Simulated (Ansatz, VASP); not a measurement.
## One calculation of SnO2 (Cassiterite), two programs

```xyz
6
Lattice="4.7599 0.0000 0.0000 0.0000 4.7599 0.0000 0.0000 0.0000 3.2008" Properties=species:S:1:pos:R:3 pbc="T T T"
Sn    0.0000    0.0000    0.0000
Sn    2.3800    2.3800    1.6004
O     1.4561    1.4561    0.0000
O     0.9239    3.8361    1.6004
O     3.3038    3.3038    0.0000
O     3.8361    0.9239    1.6004
```

Alike in both runs: functional r2SCAN; k mesh 6 × 6 × 8; occupations gaussian, width 0.02 eV; no spin polarisation.

Ansatz relaxed the structure, and its values are those at the end. VASP's run is a single point on that final structure, the one shown.

|  | VASP | Ansatz |
| --- | --- | --- |
| version | VASP 6.6.1 | Ansatz 0.2.0 |
| potentials or method | VASP PAW PBE potentials, release 64 (Sn_d, O) | scalar-relativistic, plane waves, PAW |
| plane-wave cutoff (eV) | 520 | 500 |
| valence electrons in the cell | 52 | 52 |

|  | VASP | Ansatz | Ansatz less VASP |
| --- | --- | --- | --- |
| gap on the k mesh at the Fermi level (eV) | 1.79 | 1.77 | -0.026 |
| least direct gap on the mesh (eV) | 1.79 | 1.77 | -0.026 |
| pressure (GPa) | 1.1 | 0.0 | -1.09 |
| rms of the force components (eV/Å) | 0.013 | 0.000 | -0.0131 |

Caveats: the PAW data sets were made with another functional, which shifts forces and pressure a little (VASP); spin-orbit coupling is left out, which moves the levels of the heavy elements. r2SCAN opens gaps a little over a GGA but as a rule still falls short of measured ones.
